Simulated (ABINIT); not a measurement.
# Si2Mo (P6_222) in ABINIT: reference runs

How does Si2Mo come out in PBE? The cell is run as given and disturbed.

Program: ABINIT 10.8.3 (patched build). These are calculated values, not measurements. Logs are shortened: lines on timing, memory, paths and dates and some standing lists are left out, and cuts for length are marked. The log counts tension as positive stress, the text compression.

### 1 Starting point

Symmetry: P6_222, No. 180, hexagonal system. The conventional cell has a = 4.585 Å, b = 4.585 Å, c = 6.580 Å, α = 90.00°, β = 90.00°, γ = 120.00°. Mo (site symmetry 222) is surrounded by 10 Si at 2.57 to 2.67 Å. Around Si (site symmetry 2) lie 5 Si at 2.55 to 2.67 Å and 5 Mo at 2.57 to 2.67 Å.

Measurements of this composition are mostly on another form, of space group No. 139.

### 2 Single point, PBE

Contents of run.abi:

```
# Pseudopotentials
pp_dirpath "./"
pseudos "Mo.GGA_PBE-JTH.xml, Si.GGA_PBE-JTH.xml"

# Structure
acell 4.5854715599 4.5854715599 6.5797601 Angstrom
rprim
     1.0000000000     0.0000000000     0.0000000000
    -0.5000000000     0.8660254038     0.0000000000
     0.0000000000     0.0000000000     1.0000000000
ntypat 2
znucl 42 14
natom 9
typat 1 1 1 2 2 2 2 2 2
xcart
     1.1463678900     1.9855674296     5.4831334164
    -1.1463678900     1.9855674296     1.0966266836
     2.2927357800     0.0000000000     3.2898800500
     0.0000000000     1.3015234067     3.2898800500
     1.1655834461     3.3203731558     1.0966266836
     3.4583192261     0.6507617034     5.4831334164
     2.2927357799     2.6696114525     3.2898800500
     1.1271523338     0.6507617034     1.0966266836
    -1.1655834462     3.3203731558     5.4831334164 Angstrom

# Plane-wave basis
ecut 15.0
pawecutdg 30.0
pawxcdev 0

# k points
kptopt 1
ngkpt 7 7 4
nshiftk 1
shiftk 0.0 0.0 0.0

# Exchange and correlation
ixc 11

# Bands and occupations
nband 40
occopt 3
tsmear 0.00183747

# SCF cycle
nstep 100
tolvrs 1.0e-9

# Output
iomode 3
prtwf 0
prtden 0
prteig 0
prtebands 0
enunit 1
```

Potentials or basis: JTH PAW PBE v2.0.

Started as:

```
$ abinit run.abi > log 2>&1
```

run.abo:

```text
.Version 10.8.3 of ABINIT
 Symmetries : space group P6_2 2 2 (#180); Bravais hP (primitive hexag.)
================================================================================
 Values of the parameters that define the memory need of the present run
     intxc =       0    ionmov =       0      iscf =      17    lmnmax =      18
     lnmax =       6     mgfft =      45  mpssoang =       3    mqgrid =    3066
     natom =       9  nloc_mem =       2    nspden =       1   nspinor =       1
    nsppol =       1      nsym =      12    n1xccc =       1    ntypat =       2
    occopt =       3   xclevel =       2
       mpw =        2261          nfft =       46080          nkpt =          24
 PAW method is used; the additional fine FFT grid is defined by:
   mgfftf=        64    nfftf =    129600
================================================================================
================================================================================

--------------------------------------------------------------------------------
------------- Echo of variables that govern the present computation ------------
--------------------------------------------------------------------------------
 -outvars: echo values of preprocessed input variables --------
            acell      8.6652854064E+00  8.6652854064E+00  1.2433944563E+01 Bohr
              amu      9.59400000E+01  2.80855000E+01
             ecut      1.50000000E+01 Hartree
           enunit           1
              ixc          11
         kptrlatt        7    0    0      0    7    0      0    0    4
          kptrlen      4.97357783E+01
            natom           9
            nband          40
            ngfft          32      32      45
          ngfftdg          45      45      64
             nkpt          24
            nstep         100
             nsym          12
           ntypat           2
           occopt           3
        pawecutdg      3.00000000E+01 Hartree
         pawxcdev           0
           prtden           0
        prtebands           0
           prteig           0
            prtwf           0
            rprim      1.0000000000E+00  0.0000000000E+00  0.0000000000E+00
                      -5.0000000000E-01  8.6602540380E-01  0.0000000000E+00
                       0.0000000000E+00  0.0000000000E+00  1.0000000000E+00
          spgroup         180
           tolvrs      1.00000000E-09
           tsmear      1.83747000E-03 Hartree
            typat      1  1  1  2  2  2  2  2  2
           useylm           1
           xangst      1.1463678900E+00  1.9855674296E+00  5.4831334167E+00
                      -1.1463678900E+00  1.9855674296E+00  1.0966266833E+00
                       2.2927357800E+00 -2.5271023948E-11  3.2898800500E+00
                       1.6666628534E-11  1.3015234067E+00  3.2898800500E+00
                       1.1655834461E+00  3.3203731559E+00  1.0966266833E+00
                       3.4583192261E+00  6.5076170335E-01  5.4831334167E+00
                       2.2927357800E+00  2.6696114525E+00  3.2898800500E+00
                       1.1271523339E+00  6.5076170335E-01  1.0966266833E+00
                      -1.1655834461E+00  3.3203731559E+00  5.4831334167E+00
            xcart      2.1663213516E+00  3.7521786465E+00  1.0361620469E+01
                      -2.1663213516E+00  3.7521786465E+00  2.0723240939E+00
                       4.3326427032E+00 -4.7755314183E-11  6.2169722816E+00
                       3.1495363371E-11  2.4595227852E+00  6.2169722816E+00
                       2.2026334901E+00  6.2745959004E+00  2.0723240939E+00
                       6.5352761933E+00  1.2297613926E+00  1.0361620469E+01
                       4.3326427032E+00  5.0448345078E+00  6.2169722816E+00
                       2.1300092132E+00  1.2297613926E+00  2.0723240939E+00
                      -2.2026334900E+00  6.2745959004E+00  1.0361620469E+01
             xred      5.0000000000E-01  4.9999999999E-01  8.3333333333E-01
                       4.5281847659E-13  4.9999999999E-01  1.6666666667E-01
                       5.0000000000E-01 -6.3636781030E-12  5.0000000000E-01
                       1.6387298000E-01  3.2774595999E-01  5.0000000000E-01
                       6.7225404000E-01  8.3612701999E-01  1.6666666667E-01
                       8.3612702000E-01  1.6387297999E-01  8.3333333333E-01
                       8.3612702000E-01  6.7225403999E-01  5.0000000000E-01
                       3.2774596000E-01  1.6387297999E-01  1.6666666667E-01
                       1.6387298000E-01  8.3612701999E-01  8.3333333333E-01
            znucl       42.00000   14.00000

================================================================================

 chkinp: Checking input parameters for consistency.

================================================================================
== DATASET  1 ==================================================================

--- !DatasetInfo
iteration_state: {dtset: 1, }
dimensions: {natom: 9, nkpt: 24, mband: 40, nsppol: 1, nspinor: 1, nspden: 1, mpw: 2261, }
cutoff_energies: {ecut:  15.0, pawecutdg:  30.0, }
electrons: {nelect:   6.60000000E+01, charge:   0.00000000E+00, occopt:   3.00000000E+00, tsmear:   1.83747000E-03, }
meta: {optdriver: 0, ionmov: 0, optcell: 0, iscf: 17, paral_kgb: 0, }
...

 Exchange-correlation functional for the present dataset will be:
  GGA: Perdew-Burke-Ernzerhof functional - ixc=11
  J.P.Perdew, K.Burke, M.Ernzerhof, PRL 77, 3865 (1996)

[... 153 lines left out ...]
       0.327745960000      0.163872979993      0.166666666667
       0.163872980000      0.836127019994      0.833333333333
 rms dE/dt=  6.2156E-04; max dE/dt=  1.1419E-03; dE/dt below (all hartree)
    1      -0.000000000000     -0.000000000000      0.000000000000
    2       0.000000000000      0.000000000000      0.000000000000
    3       0.000000000000     -0.000000000000      0.000000000000
    4       0.000000000000     -0.001141882952      0.000000000000
    5       0.001141882952      0.000000000000      0.000000000000
    6       0.001141882952     -0.001141882952     -0.000000000000
    7       0.000000000000      0.001141882952      0.000000000000
    8      -0.001141882952     -0.000000000000      0.000000000000
    9      -0.001141882952      0.001141882952     -0.000000000000

 cartesian coordinates (angstrom) at end:
    1      1.14636788999167     1.98556742961264     5.48313341666667
    2     -1.14636788995833     1.98556742961264     1.09662668333333
    3      2.29273577996667    -0.00000000002527     3.28988005000000
    4      0.00000000001667     1.30152340671551     3.28988005000000
    5      1.16558344612934     3.32037315588015     1.09662668333333
    6      3.45831922607934     0.65076170334512     5.48313341666667
    7      2.29273577996667     2.66961145250977     3.28988005000000
    8      1.12715233385399     0.65076170334512     1.09662668333333
    9     -1.16558344609601     3.32037315588015     5.48313341666667

 cartesian forces (hartree/bohr) at end:
    1      0.00000000000000    -0.00000000000000    -0.00000000000000
    2     -0.00000000000000    -0.00000000000000     0.00000000000000
    3     -0.00000000000000    -0.00000000000000     0.00000000000000
    4     -0.00000000000000     0.00015216265795     0.00000000000000
    5     -0.00013177672729    -0.00007608132897     0.00000000000000
    6     -0.00013177672729     0.00007608132897     0.00000000000000
    7     -0.00000000000000    -0.00015216265795     0.00000000000000
    8      0.00013177672729     0.00007608132897     0.00000000000000
    9      0.00013177672729    -0.00007608132897     0.00000000000000
 frms,max,avg= 7.1730165E-05 1.5216266E-04   0.000E+00  0.000E+00  0.000E+00 h/b

 cartesian forces (eV/Angstrom) at end:
    1      0.00000000000000    -0.00000000000000    -0.00000000000000
    2     -0.00000000000000    -0.00000000000000     0.00000000000000
    3     -0.00000000000000    -0.00000000000000     0.00000000000000
    4     -0.00000000000000     0.00782451846975     0.00000000000000
    5     -0.00677623176731    -0.00391225923487     0.00000000000000
    6     -0.00677623176731     0.00391225923487     0.00000000000000
    7     -0.00000000000000    -0.00782451846975     0.00000000000000
    8      0.00677623176731     0.00391225923487     0.00000000000000
    9      0.00677623176731    -0.00391225923487     0.00000000000000
 frms,max,avg= 3.6885134E-03 7.8245185E-03   0.000E+00  0.000E+00  0.000E+00 e/A
 length scales=  8.665285406350  8.665285406350 12.433944563176 bohr
              =  4.585471559900  4.585471559900  6.579760100000 angstroms
 Fermi (or HOMO) energy (eV) =  12.85971   Average Vxc (eV)= -12.26113
 Eigenvalues (   eV  ) for nkpt=  24  k points:
 kpt#   1, nband= 40, wtk=  0.00510, kpt=  0.0000  0.0000  0.0000 (reduced coord)
 -48.33009  -48.29979  -48.29976  -22.56712  -22.56412  -22.56411  -22.55609  -22.55606
 -22.46930  -22.40981  -22.40979  -22.39210   -1.26096    1.82687    1.82692    5.50558
   6.22265    6.22274    6.71272    6.71275    7.56756    7.87142    7.87145    8.20170
   9.13442    9.13445    9.59095    9.59099    9.79163    9.79171   10.06249   10.72035
  12.01705   14.82067   15.19007   15.19014   15.28150   15.35217   15.63245   15.63268
 prteigrs : prtvol=0 or 1, do not print more k-points.

--- !EnergyTerms
iteration_state     : {dtset: 1, }
comment             : Components of total free energy in Hartree
kinetic             :  3.92554815252677E+01
hartree             :  4.92533756627996E+01
xc                  : -2.64294116823776E+01
Ewald energy        : -1.88876610608740E+02
psp_core            :  9.10274307181562E+00
local_psp           : -1.49343342754044E+02
PAW spherical_terms :  3.64319803148761E+01
internal            : -2.30605784470403E+02
'-kT*entropy'       : -6.58022017586274E-05
total_energy        : -2.30605850272604E+02
total_energy_eV     : -6.27510486235070E+03
...

--- !EnergyTermsDC
iteration_state     : {dtset: 1, }
comment             : '"Double-counting" decomposition of free energy'
band_energy         : -1.40070434175800E+01
Ewald energy        : -1.88876610608740E+02
psp_core            :  9.10274307181562E+00
xc_dc               : -4.96537824591520E+01
PAW spherical_terms :  1.28288979221459E+01
internal            : -2.30605795491510E+02
'-kT*entropy'       : -6.58022017586274E-05
total_energy_dc     : -2.30605861293712E+02
total_energy_dc_eV  : -6.27510516225032E+03
...

--- !EnergyTermsWithPAWCore
iteration_state     : {dtset: 1, }
comment             : 'Components of total free energy, including PAW core contributions'
Total energy        : -1.38874258573269E+04
Total energy DC     : -1.38874258683480E+04
Total energy (eV)   : -3.77896108966146E+05
Total energy DC (eV): -3.77896109266045E+05
...

 Cartesian components of stress tensor (hartree/bohr^3)
  sigma(1 1)= -1.25787818E-04  sigma(3 2)=  0.00000000E+00
  sigma(2 2)= -1.25787818E-04  sigma(3 1)=  0.00000000E+00
  sigma(3 3)= -1.19037589E-04  sigma(2 1)=  0.00000000E+00

-Cartesian components of stress tensor (GPa)         [Pressure=  3.6346E+00 GPa]
- sigma(1 1)= -3.70080538E+00  sigma(3 2)=  0.00000000E+00
- sigma(2 2)= -3.70080539E+00  sigma(3 1)=  0.00000000E+00
- sigma(3 3)= -3.50220677E+00  sigma(2 1)=  0.00000000E+00

== END DATASET(S) ==============================================================
================================================================================

 -outvars: echo values of variables after computation  --------
            acell      8.6652854064E+00  8.6652854064E+00  1.2433944563E+01 Bohr
           etotal     -2.3060586129E+02
            fcart      1.4565907401E-30 -7.5291817486E-21 -5.6913832496E-22
                      -0.0000000000E+00 -7.5291817534E-21  4.6490029481E-23
                      -2.9131814803E-30 -7.5291817534E-21  4.6490029481E-23
                      -0.0000000000E+00  1.5216265795E-04  4.6490029481E-23
                      -1.3177672729E-04 -7.6081328975E-05  4.6490029481E-23
                      -1.3177672729E-04  7.6081328975E-05  1.0315647597E-22
                      -0.0000000000E+00 -1.5216265795E-04  4.6490029481E-23
                       1.3177672729E-04  7.6081328975E-05  4.6490029481E-23
                       1.3177672729E-04 -7.6081328975E-05  1.8704167210E-22
            rprim      1.0000000000E+00  0.0000000000E+00  0.0000000000E+00
                      -5.0000000000E-01  8.6602540380E-01  0.0000000000E+00
                       0.0000000000E+00  0.0000000000E+00  1.0000000000E+00
           strten     -1.2578781806E-04 -1.2578781846E-04 -1.1903758858E-04
                       0.0000000000E+00  0.0000000000E+00  0.0000000000E+00
           xangst      1.1463678900E+00  1.9855674296E+00  5.4831334167E+00
                      -1.1463678900E+00  1.9855674296E+00  1.0966266833E+00
                       2.2927357800E+00 -2.5271023948E-11  3.2898800500E+00
                       1.6666628534E-11  1.3015234067E+00  3.2898800500E+00
                       1.1655834461E+00  3.3203731559E+00  1.0966266833E+00
                       3.4583192261E+00  6.5076170335E-01  5.4831334167E+00
                       2.2927357800E+00  2.6696114525E+00  3.2898800500E+00
                       1.1271523339E+00  6.5076170335E-01  1.0966266833E+00
                      -1.1655834461E+00  3.3203731559E+00  5.4831334167E+00
             xred      5.0000000000E-01  4.9999999999E-01  8.3333333333E-01
                       4.5281847659E-13  4.9999999999E-01  1.6666666667E-01
                       5.0000000000E-01 -6.3636781030E-12  5.0000000000E-01
                       1.6387298000E-01  3.2774595999E-01  5.0000000000E-01
                       6.7225404000E-01  8.3612701999E-01  1.6666666667E-01
                       8.3612702000E-01  1.6387297999E-01  8.3333333333E-01
                       8.3612702000E-01  6.7225403999E-01  5.0000000000E-01
                       3.2774596000E-01  1.6387297999E-01  1.6666666667E-01
                       1.6387298000E-01  8.3612701999E-01  8.3333333333E-01
 Calculation completed.
```

Wall time 3.4 min (1 thread of AMD EPYC 7R13 (Zen 3), shared host); peak memory 0.18 GiB.

Results:

| Item | Value |
| --- | --- |
| Free energy | -6275.1052 eV |
| Pressure | 3.6 GPa |
| Largest force | 0.008 eV/Å |
| Band gap on the k mesh | 0.26 eV, indirect (least direct gap 0.63 eV) |
| Valence electrons inside the program's atomic spheres | Mo 11.42; Si 1.55 |

Forces in eV/Å, atoms in the order of the input:
```
Mo   0.000  0.000  0.000
Mo   0.000  0.000  0.000
Mo   0.000  0.000  0.000
Si   0.000  0.008  0.000
Si  -0.007 -0.004  0.000
Si  -0.007  0.004  0.000
Si   0.000 -0.008  0.000
Si   0.007  0.004  0.000
Si   0.007 -0.004  0.000
```

Caveat: an odd mesh through Γ misses points on the zone boundary, where band edges often lie.

### 3 Single point, PBE (atoms moved at random, drawn with an rms of 0.05 Å)

Contents of run.abi:

```
# Pseudopotentials
pp_dirpath "./"
pseudos "Mo.GGA_PBE-JTH.xml, Si.GGA_PBE-JTH.xml"

# Structure
acell 3*1.0
rprim
     8.6652854005     0.0000000000     0.0000000000
    -4.3326427003     7.5043572878     0.0000000000
     0.0000000000     0.0000000000    12.4339445547
ntypat 2
znucl 42 14
natom 9
typat 1 1 1 2 2 2 2 2 2
xcart
     1.1923785116     2.0200051111     5.4670108112
    -1.1749422560     2.0334474026     1.1134796422
     2.3241714802    -0.0443377207     3.2944793023
    -0.0181813948     1.2966867233     3.2271486172
     1.1987637807     3.3244315762     1.0427143223
     3.4353619251     0.6681910937     5.4877633745
     2.2638633582     2.6815922075     3.2630872669
     1.1510542419     0.6368508974     1.0736260353
    -1.1731241166     3.2985834594     5.4851183110 Angstrom
chkprim 0
chksymtnons 0
tolsym 1.0e-6

# Plane-wave basis
ecut 15.0
pawecutdg 30.0
pawxcdev 0

# k points
kptopt 1
ngkpt 7 7 4
nshiftk 1
shiftk 0.0 0.0 0.0

# Exchange and correlation
ixc 11

# Bands and occupations
nband 40
occopt 3
tsmear 0.05 eV

# SCF cycle
nstep 100
tolvrs 1.0e-9

# Output
iomode 3
prtwf 0
prtden 0
prteig 0
prtebands 0
enunit 2
```

Potentials or basis: JTH PAW PBE v2.0.

Started as:

```
$ abinit run.abi > log 2>&1
```

It took 12 min on 1 thread of AMD EPYC 7R13 (Zen 3), shared host; peak memory 0.33 GiB.

It converged, with:

- Free energy: -6274.9269 eV
- Pressure: 4.4 GPa
- Largest force: 1.391 eV/Å
- Band gap on the k mesh: 0.06 eV, indirect (least direct gap 0.54 eV)
- Valence electrons inside the program's atomic spheres: Mo 11.42, 11.44, 11.41; Si 1.54, 1.56, 1.55

Forces on the atoms (eV/Å):
```
Mo  -0.907 -0.834  0.209
Mo   0.774 -0.967 -0.633
Mo  -0.683  0.915 -0.427
Si   0.329 -0.052  0.711
Si  -0.418  0.201  0.576
Si   0.368  0.059 -0.222
Si   0.319 -0.097  0.213
Si  -0.007  0.358  0.084
Si   0.226  0.416 -0.511
```

Stress tensor (GPa, compression positive):
```
 4.53 -0.13  0.75
-0.13  4.46 -0.21
 0.75 -0.21  4.07
```

Levels at points of the mesh, in eV from the valence-band top:
```tsv
k point	band 30	band 31	band 32	band 33	band 34	band 35	band 36	band 37
(0.00, 0.00, 0.00)	-2.90	-2.69	-2.03	-0.74	2.02	2.26	2.40	2.50
(0.00, 0.00, 0.50)	-2.22	-2.03	-0.72	-0.62	1.82	2.15	2.20	2.40
```

Caveat: an odd mesh through Γ misses points on the zone boundary, where band edges often lie.
